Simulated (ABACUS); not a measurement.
Pb under changes of volume

One of the cells (32.418 Å³/atom); the others are scaled copies at fixed shape and fractional positions:

```xyz
2
Lattice="3.0386 -1.7503 0.0000 3.0386 1.7503 0.0000 -2.1155 0.0000 6.0952" Properties=species:S:1:pos:R:3 pbc="T T T"
Pb    3.9848    0.0000    4.4269
Pb   -0.0230    0.0000    1.6683
```

This isn't the form of Pb at room conditions, which is fcc.

```yaml
Program: ABACUS 3.10.1
Functional: PBE
Potentials_or_basis: PseudoDojo NC SR 0.4.1 PBE standard
Cutoff: 857 eV
Density_cutoff: 3429 eV
Basis: plane waves
k_mesh: 9 × 9 × 5
Occupations: fermi-dirac, width 0.05 eV
Spin: no spin polarisation
```

```tsv
volume (Å³/atom)	energy over the lowest point (meV/atom)	pressure (GPa)	largest force (eV/Å)
30.473	28.45	3.8	0.063
31.121	15.36	2.7	0.033
31.769	?	?	?
32.418	1.56	0.8	0.063
33.066	0.00	0.0	0.096
33.714	1.50	-0.7	0.127
34.363	5.74	-1.3	0.156
```

What does the run at 31.769 Å³/atom give?

Energy over the lowest point 6.54 meV/atom; pressure 1.7 GPa; largest force 0.034 eV/Å.

Worked out: A Birch-Murnaghan fit of order 3 (a polynomial in V^(-2/3)) to the other rows has its minimum at 33.06 Å³/atom with B0 = V·E''(V) = 39 GPa and B' = 4.7 at fixed shape and positions, which overstates the stiffness. It gives 6.55 meV/atom at 31.769 Å³/atom, against the run's 6.54, and -dE/dV = 1.7 GPa, against 1.7.

Energies are extrapolated to zero smearing.
